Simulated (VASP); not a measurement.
Here is the system:

```
CELL_PARAMETERS angstrom
      0.00000     3.07267     3.07267
      3.07267     0.00000     3.07267
      3.07267     3.07267     0.00000
ATOMIC_POSITIONS crystal
  Zn 0.00000 0.00000 0.00000
  Te 0.25000 0.25000 0.25000
```

Computed with SCAN meta-GGA, VASP's PBE PAW potentials (set 64) (plane waves; VASP). Numerical set-up: 520 eV cut-off, 8×8×8 Γ-centred mesh, Gaussian smearing of 0.050 eV, potentials Zn Te.

Problem. The job: ZnTe (zinc blende), 2 atoms, SCAN, static run, 520 eV, 8×8×8 Γ-centred mesh. Roughly how much core time does it take on a busy server core?

Solution. About 90 core-seconds (one run on a shared machine, a rough figure). It had 29 irreducible k-points, 13 bands, up to 1588 plane waves and 21 electronic steps.

The compound is ZnTe in the zinc blende structure. This cell is one point of a volume scan, at 1.03 of the reference volume.
